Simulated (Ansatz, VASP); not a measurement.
# Pd in VASP and in Ansatz

INCAR

```
PREC = Accurate ; ENCUT = 520
EDIFF = 1E-6 ; ISMEAR = -1
SIGMA = 0.1 ; LREAL = False
LASPH = True ; NELM = 100
ALGO = Normal ; ISIF = 2
LWAVE = False ; LCHARG = False
GGA = RP ; NBANDS = 11
```

File KPOINTS:

```
regular mesh
0
Gamma
  16 16 16
```

Contents of POSCAR:

```
Pd
1.0
   -1.5418961290      1.5418961290      1.5418961290
    1.5418961290     -1.5418961290      1.5418961290
    1.5418961290      1.5418961290     -1.5418961290
Pd
1
Direct
    0.0000000000      0.0000000000      0.0000000000
```

Input for Ansatz:

```yaml
crystal:
  lattice:
    - [-1.541896129, 1.541896129, 1.541896129]
    - [1.541896129, -1.541896129, 1.541896129]
    - [1.541896129, 1.541896129, -1.541896129]
  atoms:
    - { symbol: Pd, position: [0.0, 0.0, 0.0] }
hamiltonian:
  xc: rpbe
  pseudopotentials:
    kind: paw
    azcp:
      Pd: "pseudopotentials/Pd.paw.azcp"
basis:
  ecutwfc: 420
  fft_grid_basis: typed
kpoints:
  mp_grid: { grid: [16, 16, 16], shift: [0, 0, 0] }
magnetization:
  spin_polarized: false
scf:
  occupations: { method: fermi_dirac, width: 0.1 }
  lower_state_search: "off"
output:
  stress: true
```

Alike in both runs: task single point; functional RPBE; k mesh 16 × 16 × 16; occupations fermi-dirac, width 0.1 eV; no spin polarisation.

```csv
,VASP,Ansatz
version,VASP 6.6.1,Ansatz 0.2.0
potentials or method,"VASP PAW PBE potentials, release 64 (Pd)","plane waves (420 eV) with PAW, scalar-relativistic"
plane-wave cutoff (eV),520,420
valence electrons in the cell,10,18
```

```csv
,VASP,Ansatz,Ansatz less VASP
pressure (GPa),14.6,15.0,+0.36
```

The two sets of potentials don't hold the same shells in valence.

Caveats: the PAW data sets were made with another functional, which shifts forces and pressure a little (VASP).
